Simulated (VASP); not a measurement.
# PtS2 in VASP: a series of runs

The runs below take PtS2 through single point, with PBE+D3(BJ).

Program: VASP 6.6.1. These are calculated values, not measurements. Logs are shortened: lines on timing, memory, paths and dates and some standing lists are left out, and cuts for length are marked.

**1. The slab as given**

The cell holds a slab with vacuum, 3 atoms: a = 3.683 Å, b = 3.683 Å, c = 30.825 Å, α = 90.00°, β = 90.00°, γ = 120.00°.

**2. Single point, PBE+D3(BJ)**

INCAR

```
SYSTEM = PtS2
ALGO = Normal
DIPOL = 0.5 0.5 0.500
EDIFF = 1E-7
ENCUT = 520
GGA = PE
IDIPOL = 3
ISIF = 2
ISMEAR = 0
IVDW = 12
LASPH = .TRUE.
LCHARG = .FALSE.
LDIPOL = .TRUE.
LREAL = .FALSE.
LWAVE = .FALSE.
NBANDS = 18
NELM = 100
PREC = Accurate
SIGMA = 0.02
```

KPOINTS

```
k-points
0
G
  9 9 1
  0 0 0
```

POSCAR

```
PtS2
1.0
    3.6830000000      0.0000000000      0.0000000000
   -1.8415000000      3.1895715621      0.0000000000
    0.0000000000      0.0000000000     30.8254864268
S Pt
2 1
Direct
    0.6666666667      0.3333333333      0.4604061398
    0.3333333333      0.6666666667      0.5395938602
    0.0000000000      0.0000000000      0.5000000000
```

Potentials or basis: VASP PAW PBE potentials, release 64 (S, Pt).

On the command line:

```console
> cat potpaw_PBE.64/S/POTCAR potpaw_PBE.64/Pt/POTCAR > POTCAR
> mpirun -np 1 vasp_std > vasp.out
```

OUTCAR:

```text
SYSTEM = PtS2
   EDIFF = 1E-7
   ENCUT = 520
   GGA = PE
   ISIF = 2
   ISMEAR = 0
   IVDW = 12
   LASPH = .TRUE.
   LREAL = .FALSE.
   NELM = 100
   PREC = Accurate
 IVDW          = 12

 ion  position               nearest neighbor table
   1  0.667  0.333  0.460-   3 2.45   3 2.45   3 2.45
   2  0.333  0.667  0.540-   3 2.45   3 2.45   3 2.45
   3  0.000  0.000  0.500-   1 2.45   2 2.45   2 2.45   1 2.45   1 2.45   2 2.45

  LATTYP: Found a hexagonal cell.
 ALAT       =     3.6830000000
 C/A-ratio  =     8.3696677781

  Lattice vectors:

 A1 = (   3.6830000000,   0.0000000000,   0.0000000000)
 A2 = (  -1.8415000000,   3.1895715621,   0.0000000000)
 A3 = (   0.0000000000,   0.0000000000,  30.8254864268)

Analysis of symmetry for initial positions (statically):
=====================================================================
 Subroutine PRICEL returns:
 Original cell was already a primitive cell.

 Routine SETGRP: Setting up the symmetry group for a
 hexagonal supercell.

 Subroutine GETGRP returns: Found 12 space group operations
 (whereof 12 operations were pure point group operations)
 out of a pool of 24 trial point group operations.

The static configuration has the point symmetry D_3d.

Analysis of symmetry for dynamics (positions and initial velocities):
=====================================================================
 Subroutine PRICEL returns:
 Original cell was already a primitive cell.

 Routine SETGRP: Setting up the symmetry group for a
 hexagonal supercell.

 Subroutine GETGRP returns: Found 12 space group operations
 (whereof 12 operations were pure point group operations)
 out of a pool of 24 trial point group operations.

The dynamic configuration has the point symmetry D_3d.

 Subroutine INISYM returns: Found 12 space group operations
 (whereof 12 operations are pure point group operations),
 and found     1 'primitive' translations

----------------------------------------------------------------------------------------

                                     Primitive cell

  volume of cell :     362.1129

  direct lattice vectors                    reciprocal lattice vectors
     3.683000000  0.000000000  0.000000000     0.271517784  0.156760866  0.000000000
    -1.841500000  3.189571562  0.000000000     0.000000000  0.313521732  0.000000000
     0.000000000  0.000000000 30.825486427     0.000000000  0.000000000  0.032440688
[... 78 lines left out ...]
   NFREE  =      0    steps in history (QN), initial steepest desc. (CG)
   ISIF   =      2    stress and relaxation
   ISYM   =      2    0-nonsym 1-usesym 2-fastsym
   POTIM  = 0.5000    time-step for ionic-motion
   TEBEG  =    0.0;   TEEND  =   0.0 temperature during run
   PSTRESS=    0.0 pullay stress
   NELECT =      22.0000    total number of electrons
   NUPDOWN=      -1.0000    fix difference up-down
   EMIN   =  10.00;   EMAX   =-10.00  energy-range for DOS
   EFERMI =   0.00;   METHOD = LEGACY
   ISMEAR =     0;   SIGMA  =   0.02  broadening in eV -4-tet -1-fermi 0-gaus
   EFERMI_NEDOS =   21; number of points for ismear=-14 and -15
   IALGO  =     38    algorithm
   IMIX   =      4    mixing-type and parameters
     AMIX     =   0.40;   BMIX     =  1.00
     AMIX_MAG =   1.60;   BMIX_MAG =  1.00
  volume/ion in A,a.u.               =     120.70       814.55
  Fermi-wavevector in a.u.,A,eV,Ry     =   0.643578  1.216186  5.635430  0.414192
  Thomas-Fermi vector in A             =   1.710623
   LORBIT       =      0    0 simple, 1 ext, 2 COOP (PROOUT), +10 PAW based schemes
   GGA     = PE    functional components
   LHFCALC =     F    Hartree Fock is set to
   AEXX    =    0.0000 exact exchange contribution
   IVDW    =    12    specifies the selected vdW correction
   LEPSILON=     F    determine dielectric tensor
   LRPA    =     F    only Hartree local field effects (RPA)
 non-spin polarized calculation
 Gauss-broadening in eV      SIGMA  =   0.02
  energy-cutoff  :      520.00
  volume of cell :      362.11
 maximum number of plane-waves:      9789
 NGX is ok and might be reduce to    28
   NGX = 13   NGY = 13   NGZ =115

 number of electron      21.9999999 magnetization

 dipolmoment           0.000000      0.000000     -0.000000 electrons x Angstroem

 Free energy of the ion-electron system (eV)
  ---------------------------------------------------
  ext. energy  EPLUGINS =         0.00000000
  ---------------------------------------------------
  free energy    TOTEN  =       -15.35524682 eV

  energy without entropy =      -15.35524682  energy(sigma->0) =      -15.35524682

 E-fermi :  -4.4899     XC(G=0):  -2.0562

 val. band max:       -4.5800793594   @ k =   0.2222   0.1111   0.0000
 cond. band min:      -2.9032404767   @ k =   0.2222  -0.0000   0.0000
 fundamental gap:      1.6768388827
 Fermi energy:        -4.4899324707

 k-point     1 :       0.0000    0.0000    0.0000
  band No.  band energies     occupation
      1     -18.0763      2.00000
      2     -16.0554      2.00000
      3      -9.7049      2.00000
      4      -9.7049      2.00000
      5      -9.2411      2.00000
      6      -7.1237      2.00000
[... 229 lines left out ...]
      5      -9.2100      2.00000
      6      -7.7301      2.00000
[... 10 lines left out ...]
     17       4.6496      0.00000
     18       4.6904      0.00000

------------------------ aborting loop because EDIFF is reached ----------------------------------------

 vacuum level on the upper side and lower side of the slab       (xc-potential included)        -0.038        -0.038

 Edisp (eV)   -0.76452

 E8    (eV) :    -0.3295

  FORCE on cell =-STRESS in cart. coord.  units (eV):
  Direction    XX          YY          ZZ          XY          YZ          ZX
  --------------------------------------------------------------------------------------
  -------------------------------------------------------------------------------------
  Total      -4.24044    -4.24044    -1.61477     0.00000     0.00000    -0.00000
  in kB     -18.76193   -18.76193    -7.14457     0.00000     0.00000    -0.00000
  external pressure =      -14.89 kB  Pullay stress =        0.00 kB

 VOLUME and BASIS-vectors are now :
 -----------------------------------------------------------------------------
  energy-cutoff  :      520.00
  volume of cell :      362.11
      direct lattice vectors                 reciprocal lattice vectors
     3.683000000  0.000000000  0.000000000     0.271517784  0.156760866  0.000000000
    -1.841500000  3.189571562  0.000000000     0.000000000  0.313521732  0.000000000
     0.000000000  0.000000000 30.825486427     0.000000000  0.000000000  0.032440688

 POSITION                                       TOTAL-FORCE (eV/Angst)
 -----------------------------------------------------------------------------------
      1.84150      1.06319     14.19224        -0.000000      0.000000      0.649968
     -0.00000      2.12638     16.63324         0.000000     -0.000000     -0.649968
      0.00000      0.00000     15.41274         0.000000      0.000000      0.000000
 -----------------------------------------------------------------------------------
    total drift:                               -0.000000     -0.000000      0.000000

  FREE ENERGIE OF THE ION-ELECTRON SYSTEM (eV)
  ---------------------------------------------------
  free  energy   TOTEN  =       -16.1197715124 eV

  energy  without entropy=      -16.1197715124  energy(sigma->0) =      -16.11977151

 vacuum level on the upper side and lower side of the slab         1.829         1.829
```

OSZICAR:

```text
N       E                     dE             d eps       ncg     rms          rms(c)
DAV:   1     0.172651077702E+03    0.17265E+03   -0.67820E+03   432   0.854E+02
DAV:   2     0.605486393933E+01   -0.16660E+03   -0.15559E+03   740   0.153E+02
DAV:   3    -0.162511154330E+02   -0.22306E+02   -0.21854E+02   556   0.692E+01
[... 15 lines left out ...]
DAV:  19    -0.153552459902E+02   -0.61534E-06   -0.91049E-09   462   0.547E-04    0.636E-04
DAV:  20    -0.153552465203E+02   -0.53013E-06   -0.13922E-08   444   0.473E-04    0.418E-04
DAV:  21    -0.153552466629E+02   -0.14265E-06   -0.10332E-09   478   0.168E-04    0.557E-05
DAV:  22    -0.153552467792E+02   -0.11631E-06   -0.58519E-10   456   0.104E-04    0.775E-05
DAV:  23    -0.153552468219E+02   -0.42624E-07    0.61919E-11   474   0.435E-05
   1 F= -.16119772E+02 E0= -.16119772E+02  d E =-.251205E-11
```

Wall time 94 s (1 thread of Intel Xeon Platinum 8488C (Sapphire Rapids), shared host); peak memory 0.49 GiB.

What came out:

- Free energy: -16.1198 eV
- Largest force: 0.650 eV/Å
- Band gap on the k mesh: 1.68 eV, indirect (least direct gap 1.69 eV)
- Dispersion energy per atom: -0.255 eV

Forces on the atoms (eV/Å):
```
S    0.000  0.000  0.650
S    0.000  0.000 -0.650
Pt   0.000  0.000  0.000
```

Caveat: spin-orbit coupling is left out, which moves the levels of the heavy elements; the cell's inner coordinates are idealised or old, which leaves forces on the atoms.

**3. Single point, PBE+D3(BJ)**

This run uses another cell than the first one, of 108.63 Å³/atom, 0.900 times its volume.

INCAR: that of step 2 with these lines changed.

```diff
@@ -3,3 +3,3 @@
 DIPOL = 0.5 0.5 0.500
-EDIFF = 1E-7
+EDIFF = 1E-6
 ENCUT = 520
@@ -16,3 +16,3 @@
 NBANDS = 18
-NELM = 100
+NELM = 60
 PREC = Accurate
```

KPOINTS is that of step 2.

POSCAR

```
PtS2
1.0
    3.4940000000      0.0000000000      0.0000000000
   -1.7470000000      3.0258927608      0.0000000000
    0.0000000000      0.0000000000     30.8254864268
S Pt
2 1
Direct
    0.6666666667      0.3333333333      0.4618173098
    0.3333333333      0.6666666667      0.5381826902
    0.0000000000      0.0000000000      0.5000000000
```

Potentials or basis: VASP PAW PBE potentials, release 64 (S, Pt).

On the command line:

```console
> cat potpaw_PBE.64/S/POTCAR potpaw_PBE.64/Pt/POTCAR > POTCAR
> mpirun -np 1 vasp_std > vasp.out
```

OUTCAR:

```text
SYSTEM = PtS2
   EDIFF = 1E-6
   ENCUT = 520
   GGA = PE
   ISIF = 2
   ISMEAR = 0
   IVDW = 12
   LASPH = .TRUE.
   LREAL = .FALSE.
   NELM = 60
   PREC = Accurate
 IVDW          = 12

 ion  position               nearest neighbor table
   1  0.667  0.333  0.462-   3 2.34   3 2.34   3 2.34
   2  0.333  0.667  0.538-   3 2.34   3 2.34   3 2.34
   3  0.000  0.000  0.500-   1 2.34   2 2.34   2 2.34   1 2.34   1 2.34   2 2.34

  LATTYP: Found a hexagonal cell.
 ALAT       =     3.4940000000
 C/A-ratio  =     8.8224059607

  Lattice vectors:

 A1 = (   3.4940000000,   0.0000000000,   0.0000000000)
 A2 = (  -1.7470000000,   3.0258927608,   0.0000000000)
 A3 = (   0.0000000000,   0.0000000000,  30.8254864268)

Analysis of symmetry for initial positions (statically):
=====================================================================
 Subroutine PRICEL returns:
 Original cell was already a primitive cell.

 Routine SETGRP: Setting up the symmetry group for a
 hexagonal supercell.

 Subroutine GETGRP returns: Found 12 space group operations
 (whereof 12 operations were pure point group operations)
 out of a pool of 24 trial point group operations.

The static configuration has the point symmetry D_3d.

Analysis of symmetry for dynamics (positions and initial velocities):
=====================================================================
 Subroutine PRICEL returns:
 Original cell was already a primitive cell.

 Routine SETGRP: Setting up the symmetry group for a
 hexagonal supercell.

 Subroutine GETGRP returns: Found 12 space group operations
 (whereof 12 operations were pure point group operations)
 out of a pool of 24 trial point group operations.

The dynamic configuration has the point symmetry D_3d.

 Subroutine INISYM returns: Found 12 space group operations
 (whereof 12 operations are pure point group operations),
 and found     1 'primitive' translations

[... 108 lines left out ...]
   GGA     = PE    functional components
   LHFCALC =     F    Hartree Fock is set to
   AEXX    =    0.0000 exact exchange contribution
   IVDW    =    12    specifies the selected vdW correction
   LEPSILON=     F    determine dielectric tensor
   LRPA    =     F    only Hartree local field effects (RPA)
 non-spin polarized calculation
 Gauss-broadening in eV      SIGMA  =   0.02
  energy-cutoff  :      520.00
  volume of cell :      325.90
 maximum number of plane-waves:      8887
 NGX is ok and might be reduce to    28
   NGX = 13   NGY = 13   NGZ =115

 number of electron      22.0000000 magnetization

 dipolmoment           0.000000      0.000000     -0.000000 electrons x Angstroem

 Free energy of the ion-electron system (eV)
  ---------------------------------------------------
  ext. energy  EPLUGINS =         0.00000000
  ---------------------------------------------------
  free energy    TOTEN  =       -15.29845906 eV

  energy without entropy =      -15.29845906  energy(sigma->0) =      -15.29845906

 E-fermi :  -4.1296     XC(G=0):  -2.1392

 val. band max:       -4.2704139057   @ k =   0.1111   0.0000   0.0000
 cond. band min:      -2.3148195531   @ k =   0.2222  -0.0000   0.0000
 fundamental gap:      1.9555943526
 Fermi energy:        -4.1295932137

 k-point     1 :       0.0000    0.0000    0.0000
  band No.  band energies     occupation
      1     -18.8782      2.00000
      2     -16.1933      2.00000
      3     -10.4341      2.00000
      4     -10.4341      2.00000
      5      -9.8623      2.00000
      6      -7.4703      2.00000
[... 229 lines left out ...]
      5      -9.9231      2.00000
      6      -7.9397      2.00000
[... 10 lines left out ...]
     17       5.2206      0.00000
     18       5.2747      0.00000

------------------------ aborting loop because EDIFF is reached ----------------------------------------

 vacuum level on the upper side and lower side of the slab       (xc-potential included)        -0.117        -0.117

 Edisp (eV)   -0.86045

 E8    (eV) :    -0.3704

  FORCE on cell =-STRESS in cart. coord.  units (eV):
  Direction    XX          YY          ZZ          XY          YZ          ZX
  --------------------------------------------------------------------------------------
  -------------------------------------------------------------------------------------
  Total       3.61431     3.61431     2.94273    -0.00000     0.00000     0.00000
  in kB      17.76844    17.76844    14.46685    -0.00000     0.00000     0.00000
  external pressure =       16.67 kB  Pullay stress =        0.00 kB

 VOLUME and BASIS-vectors are now :
 -----------------------------------------------------------------------------
  energy-cutoff  :      520.00
  volume of cell :      325.90
      direct lattice vectors                 reciprocal lattice vectors
     3.494000000  0.000000000  0.000000000     0.286204923  0.165240489  0.000000000
    -1.747000000  3.025892761  0.000000000     0.000000000  0.330480978  0.000000000
     0.000000000  0.000000000 30.825486427     0.000000000  0.000000000  0.032440688

 POSITION                                       TOTAL-FORCE (eV/Angst)
 -----------------------------------------------------------------------------------
      1.74700      1.00863     14.23574        -0.000000     -0.000000     -1.266985
     -0.00000      2.01726     16.58974         0.000000      0.000000      1.266985
      0.00000      0.00000     15.41274         0.000000      0.000000      0.000000
 -----------------------------------------------------------------------------------
    total drift:                               -0.000000      0.000000      0.000000

  FREE ENERGIE OF THE ION-ELECTRON SYSTEM (eV)
  ---------------------------------------------------
  free  energy   TOTEN  =       -16.1589089338 eV

  energy  without entropy=      -16.1589089338  energy(sigma->0) =      -16.15890893

 vacuum level on the upper side and lower side of the slab         1.939         1.939
```

OSZICAR:

```text
N       E                     dE             d eps       ncg     rms          rms(c)
DAV:   1     0.184399571780E+03    0.18440E+03   -0.68749E+03   432   0.854E+02
DAV:   2     0.516167260227E+01   -0.17924E+03   -0.16665E+03   722   0.159E+02
DAV:   3    -0.162895468445E+02   -0.21451E+02   -0.21302E+02   568   0.704E+01
[... 13 lines left out ...]
DAV:  17    -0.152984734822E+02    0.16471E-04   -0.17529E-05   522   0.191E-02    0.132E-01
DAV:  18    -0.152984640711E+02    0.94111E-05   -0.16728E-05   522   0.186E-02    0.737E-02
DAV:  19    -0.152984607081E+02    0.33630E-05   -0.69940E-06   520   0.121E-02    0.361E-02
DAV:  20    -0.152984593237E+02    0.13844E-05   -0.14581E-06   450   0.588E-03    0.178E-02
DAV:  21    -0.152984590604E+02    0.26327E-06   -0.22619E-07   514   0.285E-03
   1 F= -.16158909E+02 E0= -.16158909E+02  d E =-.246301E-24
```

stdout:

```text
POSCAR found type information on POSCAR S Pt
 POSCAR found :  2 types and       3 ions
 scaLAPACK will be used
 LDA part: xc-table for (Slater+PW92), standard interpolation
 POSCAR, INCAR and KPOINTS ok, starting setup
 FFT: planning ... GRIDC
 FFT: planning ... GRID_SOFT
 FFT: planning ... GRID
 WAVECAR not read
 entering main loop
```

Run time: 86 s. Hardware: 1 thread of Intel Xeon Platinum 8488C (Sapphire Rapids), shared host; peak memory 0.45 GiB.

What came out:

```
Free energy                : -16.1589 eV
Largest force              : 1.267 eV/Å
Band gap on the k mesh     : 1.96 eV, indirect (least direct gap 2.03 eV)
Dispersion energy per atom : -0.287 eV
```

Forces on the atoms (eV/Å):
```
S    0.000  0.000 -1.267
S    0.000  0.000  1.267
Pt   0.000  0.000  0.000
```

Levels at points of the mesh, in eV from the valence-band top:
```tsv
k point	band 9	band 10	band 11	band 12	band 13	band 14
(0.00, 0.00, 0.00)	-0.70	-0.30	-0.30	3.60	3.60	5.55
```

Caveat: spin-orbit coupling is left out, which moves the levels of the heavy elements; the cell's inner coordinates are idealised or old, which leaves forces on the atoms.
